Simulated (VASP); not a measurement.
# BAs (F-43m) in VASP: notebook

Runs on BAs. Level: PBE. Tasks: relaxation of cell and atoms.

All numbers are computed with VASP 6.6.1; they aren't measurements. Logs are shortened: lines on timing, memory, paths and dates and some standing lists are left out, and cuts for length are marked.

**1. The crystal as given**

It takes space group F-43m (No. 216, cubic). Conventional cell: a = 4.777 Å, b = 4.777 Å, c = 4.777 Å, α = 90.00°, β = 90.00°, γ = 90.00°. B (site symmetry -43m) is surrounded by 4 As at 2.07 Å. As (site symmetry -43m) is surrounded by 4 B at 2.07 Å.

**2. Relaxation of cell and atoms, PBE**

Contents of INCAR:

```
SYSTEM = BAs
ALGO = Fast ; EDIFF = 1E-7
EDIFFG = -0.002 ; ENCUT = 520
GGA = PE ; IBRION = 2
ISIF = 3 ; ISMEAR = 0
KPAR = 4 ; LASPH = .True.
LCHARG = .False. ; LREAL = .False.
LWAVE = .False. ; NELM = 100
NSW = 80 ; PREC = Accurate
SIGMA = 0.02
```

Contents of KPOINTS:

```
k-points
0
Gamma
  12 12 12
  0 0 0
```

Contents of POSCAR:

```
BAs
1.0
    0.0000000000      2.3885000000      2.3885000000
    2.3885000000      0.0000000000      2.3885000000
    2.3885000000      2.3885000000      0.0000000000
B As
1 1
Direct
    0.0000000000      0.0000000000      0.0000000000
    0.2500000000      0.2500000000      0.2500000000
```

Potentials or basis: VASP PAW PBE potentials, release 64 (B, As).

Run with:

```
cat potpaw_PBE.64/B/POTCAR potpaw_PBE.64/As/POTCAR > POTCAR
mpirun -np 4 vasp_std > vasp.out
```

OUTCAR:

```text
SYSTEM = BAs
   EDIFF = 1E-7
   EDIFFG = -0.002
   ENCUT = 520
   GGA = PE
   IBRION = 2
   ISIF = 3
   ISMEAR = 0
   LASPH = .True.
   LREAL = .False.
   NELM = 100
   NSW = 80
   PREC = Accurate

 ion  position               nearest neighbor table
   1  0.000  0.000  0.000-   2 2.07   2 2.07   2 2.07   2 2.07
   2  0.250  0.250  0.250-   1 2.07   1 2.07   1 2.07   1 2.07

  LATTYP: Found a face centered cubic cell.
 ALAT       =     4.7770000000

  Lattice vectors:

 A1 = (   0.0000000000,   2.3885000000,   2.3885000000)
 A2 = (   2.3885000000,   0.0000000000,   2.3885000000)
 A3 = (   2.3885000000,   2.3885000000,   0.0000000000)

Analysis of symmetry for initial positions (statically):
=====================================================================
 Subroutine PRICEL returns:
 Original cell was already a primitive cell.

 Routine SETGRP: Setting up the symmetry group for a
 face centered cubic supercell.

 Subroutine GETGRP returns: Found 24 space group operations
 (whereof 24 operations were pure point group operations)
 out of a pool of 48 trial point group operations.

The static configuration has the point symmetry T_d .

Analysis of symmetry for dynamics (positions and initial velocities):
=====================================================================
 Subroutine PRICEL returns:
 Original cell was already a primitive cell.

 Routine SETGRP: Setting up the symmetry group for a
 face centered cubic supercell.

 Subroutine GETGRP returns: Found 24 space group operations
 (whereof 24 operations were pure point group operations)
 out of a pool of 48 trial point group operations.

The dynamic configuration has the point symmetry T_d .

 Subroutine INISYM returns: Found 24 space group operations
 (whereof 24 operations are pure point group operations),
 and found     1 'primitive' translations

----------------------------------------------------------------------------------------

                                     Primitive cell

  volume of cell :      27.2525

  direct lattice vectors                    reciprocal lattice vectors
     0.000000000  2.388500000  2.388500000    -0.209336404  0.209336404  0.209336404
     2.388500000  0.000000000  2.388500000     0.209336404 -0.209336404  0.209336404
     2.388500000  2.388500000  0.000000000     0.209336404  0.209336404 -0.209336404

  length of vectors
[... 95 lines left out ...]
   EMIN   =  10.00;   EMAX   =-10.00  energy-range for DOS
   EFERMI =   0.00;   METHOD = LEGACY
   ISMEAR =     0;   SIGMA  =   0.02  broadening in eV -4-tet -1-fermi 0-gaus
   EFERMI_NEDOS =   21; number of points for ismear=-14 and -15
   IALGO  =     68    algorithm
   IMIX   =      4    mixing-type and parameters
     AMIX     =   0.40;   BMIX     =  1.00
     AMIX_MAG =   1.60;   BMIX_MAG =  1.00
  volume/ion in A,a.u.               =      13.63        91.95
  Fermi-wavevector in a.u.,A,eV,Ry     =   1.088018  2.056057 16.106360  1.183784
  Thomas-Fermi vector in A             =   2.224191
   LORBIT       =      0    0 simple, 1 ext, 2 COOP (PROOUT), +10 PAW based schemes
   GGA     = PE    functional components
   LHFCALC =     F    Hartree Fock is set to
   AEXX    =    0.0000 exact exchange contribution
   IVDW    =     0    specifies the selected vdW correction
   LEPSILON=     F    determine dielectric tensor
   LRPA    =     F    only Hartree local field effects (RPA)
 conjugate gradient relaxation of ions
 non-spin polarized calculation
 RMM-DIIS sequential band-by-band and
 Gauss-broadening in eV      SIGMA  =   0.02
  energy-cutoff  :      520.00
  volume of cell :       27.25
 maximum number of plane-waves:       754
 NGX is ok and might be reduce to    28
   NGX = 13   NGY = 13   NGZ = 13

--------------------------------------- Ionic step        1  -------------------------------------------

 number of electron       8.0000000 magnetization

 Free energy of the ion-electron system (eV)
  ---------------------------------------------------
  ext. energy  EPLUGINS =         0.00000000
  ---------------------------------------------------
  free energy    TOTEN  =       -11.40673006 eV

  energy without entropy =      -11.40673006  energy(sigma->0) =      -11.40673006

------------------------ aborting loop because EDIFF is reached ----------------------------------------

  FORCE on cell =-STRESS in cart. coord.  units (eV):
  Direction    XX          YY          ZZ          XY          YZ          ZX
  --------------------------------------------------------------------------------------
  -------------------------------------------------------------------------------------
  Total        0.5833603      0.5833603      0.5833603      0.0000000      0.0000000      0.0000000
  in kB       34.2958604     34.2958604     34.2958604      0.0000000      0.0000000      0.0000000
  external PRESSURE =      34.2958604 kB  Pullay stress =       0.0000000 kB
[... 59 lines left out ...]
--------------------------------------- Ionic step        3  -------------------------------------------

 number of electron       8.0000000 magnetization

 Free energy of the ion-electron system (eV)
  ---------------------------------------------------
  ext. energy  EPLUGINS =         0.00000000
  ---------------------------------------------------
  free energy    TOTEN  =       -11.41385098 eV

  energy without entropy =      -11.41385098  energy(sigma->0) =      -11.41385098

 E-fermi :   5.9586     XC(G=0): -10.4777

 val. band max:        5.8564902569   @ k =   0.0000   0.0000   0.0000
 cond. band min:       7.0655943148   @ k =   0.4167   0.4167   0.0000
 fundamental gap:      1.2091040579
 Fermi energy:         5.9585688074

 k-point     1 :       0.0000    0.0000    0.0000
  band No.  band energies     occupation
      1      -9.3219      2.00000
      2       5.8565      2.00000
      3       5.8565      2.00000
      4       5.8565      2.00000
      5       9.1025      0.00000
      6       9.1025      0.00000
      7       9.1025      0.00000
      8      10.2315      0.00000
[... 243 lines left out ...]
 k-point    24 :      -0.4167    0.1667    0.0000
  band No.  band energies     occupation
      1      -6.2490      2.00000
      2      -2.3796      2.00000
      3       1.9809      2.00000
      4       3.5716      2.00000
      5       9.0408      0.00000
      6      11.2941      0.00000
      7      11.8331      0.00000
      8      14.9376      0.00000

 [... further k-points ...]
[... 5 lines left out ...]
  --------------------------------------------------------------------------------------
  -------------------------------------------------------------------------------------
  Total        0.0014049      0.0014049      0.0014049     -0.0000000      0.0000000     -0.0000000
  in kB        0.0805827      0.0805827      0.0805827     -0.0000000      0.0000000     -0.0000000
  external PRESSURE =       0.0805827 kB  Pullay stress =       0.0000000 kB
[... 17 lines left out ...]
  FREE ENERGIE OF THE ION-ELECTRON SYSTEM (eV)
  ---------------------------------------------------
  free  energy   TOTEN  =       -11.4138509841 eV

  energy  without entropy=      -11.4138509841  energy(sigma->0) =      -11.41385098

 reached required accuracy - stopping structural energy minimisation
```

OSZICAR:

```text
N       E                     dE             d eps       ncg     rms          rms(c)
DAV:   1     0.136802397680E+02    0.13680E+02   -0.38744E+03  1152   0.881E+02
DAV:   2    -0.117187726694E+02   -0.25399E+02   -0.24343E+02  1760   0.107E+02
[... 24 lines left out ...]
DAV:   1    -0.114166190014E+02   -0.61455E-02   -0.89586E-02  1344   0.227E+00    0.287E-01
RMM:   2    -0.114145344263E+02    0.20846E-02   -0.16081E-03  1152   0.319E-01    0.138E-01
RMM:   3    -0.114138932754E+02    0.64115E-03   -0.10671E-03  1152   0.226E-01    0.381E-02
RMM:   4    -0.114138508262E+02    0.42449E-04   -0.11219E-04  1152   0.918E-02    0.292E-02
RMM:   5    -0.114138511956E+02   -0.36940E-06   -0.86061E-06  1152   0.259E-02    0.362E-03
RMM:   6    -0.114138509858E+02    0.20986E-06   -0.89863E-07  1147   0.880E-03    0.180E-03
RMM:   7    -0.114138509841E+02    0.17138E-08   -0.12120E-07   876   0.314E-03
   3 F= -.11413851E+02 E0= -.11413851E+02  d E =-.712093E-02
```

CONTCAR:

```text
BAs
   1.00000000000000
     0.0000000000000000    2.4082305153015464    2.4082305153015464
     2.4082305153015464   -0.0000000000000000    2.4082305153015464
     2.4082305153015464    2.4082305153015464   -0.0000000000000000
  B               As
     1     1
Direct
     0.0000000000000000    0.0000000000000000    0.0000000000000000
     0.2500000000000000    0.2500000000000000    0.2500000000000000

  0.00000000E+00  0.00000000E+00  0.00000000E+00
  0.00000000E+00  0.00000000E+00  0.00000000E+00
```

Wall time 9.5 s (4 MPI ranks of Intel Xeon 6975P-C (Granite Rapids), shared host); peak memory 0.16 GiB.

What came out:

| Item | Value |
| --- | --- |
| Free energy | -11.4139 eV |
| Relaxed volume | 13.97 Å³/atom |
| Relaxed cell | a = 3.406 Å, b = 3.406 Å, c = 3.406 Å, α = 60.00°, β = 60.00°, γ = 60.00° |
| Space group after relaxing (to 0.05 Å) | F-43m (No. 216) |
| Energy gained by relaxing | 3.6 meV/atom |
| Ionic steps | 3 |
| Pressure after relaxing | 0.0 GPa |
| Band gap on the k mesh | 1.21 eV, indirect (least direct gap 3.25 eV) |

The path:
```
step  energy change (eV)  largest force (eV/Å)  pressure (GPa)  volume (Å³)
   1              0.0000                0.0000            3.43        27.25
   2             -0.0037                0.0000           -2.19        28.42
   3             -0.0071                0.0000            0.01        27.93
```

Final structure:
```yaml
crystal:
  lattice:
    - [0.00000, 2.40823, 2.40823]
    - [2.40823, 0.00000, 2.40823]
    - [2.40823, 2.40823, 0.00000]
  atoms:
    - { symbol: B, position: [0.00000, 0.00000, 0.00000] }
    - { symbol: As, position: [0.25000, 0.25000, 0.25000] }
```

Levels at points of the mesh, in eV from the valence-band top:
```
           k point  band 1  band 2  band 3  band 4  band 5  band 6  band 7  band 8
(0.00, 0.00, 0.00)  -15.18    0.00    0.00    0.00    3.25    3.25    3.25    4.38
(0.50, 0.00, 0.00)  -12.40   -8.61   -1.78   -1.78    2.55    4.75    4.75    8.82
(0.50, 0.50, 0.00)  -11.12   -8.39   -3.98   -3.98    1.46    1.46   11.13   11.13
```

**3. Relaxation of cell and atoms, PBE**

This run uses another cell than the first one, of 13.97 Å³/atom, 1.025 times its volume.

INCAR is that of step 2.

KPOINTS is that of step 2.

Contents of POSCAR:

```
BAs                                     
1.0
    0.0000000000      2.4082305153      2.4082305153
    2.4082305153     -0.0000000000      2.4082305153
    2.4082305153      2.4082305153     -0.0000000000
  B               As            
     1     1
Direct
     0.0000000000000000    0.0000000000000000    0.0000000000000000
     0.2500000000000000    0.2500000000000000    0.2500000000000000
```

Potentials or basis: VASP PAW PBE potentials, release 64 (B, As).

Run with:

```
cat potpaw_PBE.64/B/POTCAR potpaw_PBE.64/As/POTCAR > POTCAR
mpirun -np 4 vasp_std > vasp.out
```

It took 5.9 s on 4 MPI ranks of Intel Xeon 6975P-C (Granite Rapids), shared host; peak memory 0.15 GiB.

Results (log left out):

| Item | Value |
| --- | --- |
| Free energy | -11.4140 eV |
| Pressure after relaxing | 0.0 GPa |
| Band gap on the k mesh | 1.21 eV, indirect (least direct gap 3.25 eV) |

Final structure:
```
B As
1.0
     0.00000    2.40823    2.40823
     2.40823    0.00000    2.40823
     2.40823    2.40823    0.00000
B As
1 1
Cartesian
  0.0000 0.0000 0.0000
  1.2041 1.2041 1.2041
```

Levels at points of the mesh, in eV from the valence-band top:
| k point | band 1 | band 2 | band 3 | band 4 | band 5 | band 6 | band 7 | band 8 |
| --- | --- | --- | --- | --- | --- | --- | --- | --- |
| (0.00, 0.00, 0.00) | -15.18 | 0.00 | 0.00 | 0.00 | 3.25 | 3.25 | 3.25 | 4.38 |
| (0.50, 0.00, 0.00) | -12.40 | -8.61 | -1.78 | -1.78 | 2.55 | 4.75 | 4.75 | 8.82 |
| (0.50, 0.50, 0.00) | -11.12 | -8.39 | -3.98 | -3.98 | 1.46 | 1.46 | 11.13 | 11.13 |

Caveat: the relaxation stopped at its first step, so nothing moved. A k mesh can miss the band edges.
